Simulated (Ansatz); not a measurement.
Runs of Ansatz 0.2.0 on TiO2. It takes space group Imma (No. 74, orthorhombic). Conventional cell: a = 5.946 Å, b = 6.575 Å, c = 6.575 Å, α = 90.00°, β = 90.00°, γ = 90.00°. Around Ti (site symmetry 2/m) lie 6 O at 1.96 to 2.00 Å. Ti (site symmetry mm2) has 6 O at 1.94 to 2.00 Å as nearest neighbours. O (site symmetry m) has 3 Ti at 1.94 to 2.00 Å as nearest neighbours. O (site symmetry m) is surrounded by 3 Ti at 1.96 to 2.00 Å. The cell is a database's computed one.

| task | level | U | cell | k mesh | cutoff (eV) | points for each segment of the path | hubbard projectors | double counting | gap on the mesh (eV) | pressure (GPa) | relaxed volume (Å³/atom) | largest force (eV/Å) |
| --- | --- | --- | --- | --- | --- | --- | --- | --- | --- | --- | --- | --- |
| relaxation of cell and atoms | r2SCAN+D3(BJ) | - | relaxed | 6 × 6 × 6 | 500 | - | - | - | (b) | 0.0 | 10.32 | - |
| relaxation of cell and atoms | PBE+D3(BJ) | - | relaxed | 6 × 6 × 6 | 420 | - | - | - | 1.87 | 0.0 | (c) | - |
| band structure | PBEsol+U | Ti d U = 6 eV | as given | 6 × 6 × 6 | 420 | 10 | ortho-atomic (the default) | fll (the default) | (a) | -2.6 | - | 0.17 |
| single point | PBE | - | as given | 11 × 11 × 11 | 420 | - | - | - | 1.84 | -1.4 | - | 0.06 |
| single point | PBE | - | as given | 6 × 6 × 6 | 300 | - | - | - | (d) | -2.9 | - | 0.14 |

Alike in all rows: potentials or basis Ansatz PAW; no spin polarisation; smearing fermi-dirac 0.05 eV.

Fill in the values left out.

(a) 2.46; (b) 2.23; (c) 10.46; (d) 1.79.

Caveats: the plane-wave basis is chosen anew once the cell has moved, so the energies of steps on either side of that aren't comparable (some runs); the PAW data sets come from PBE, with cores solved anew for the run's functional, which leaves a small shift of forces and pressure (some runs); the dispersion damping was fitted for another functional or another form of the correction (some runs); odd divisions of the mesh miss points on the zone boundary, where band edges often lie, so the gap on the mesh can be too wide (some runs); the pressure holds a Pulay correction of +33.8 GPa for the finite cutoff (some runs); the cutoff lies under the one recommended for these potentials (some runs).

A k mesh can miss the band edges.
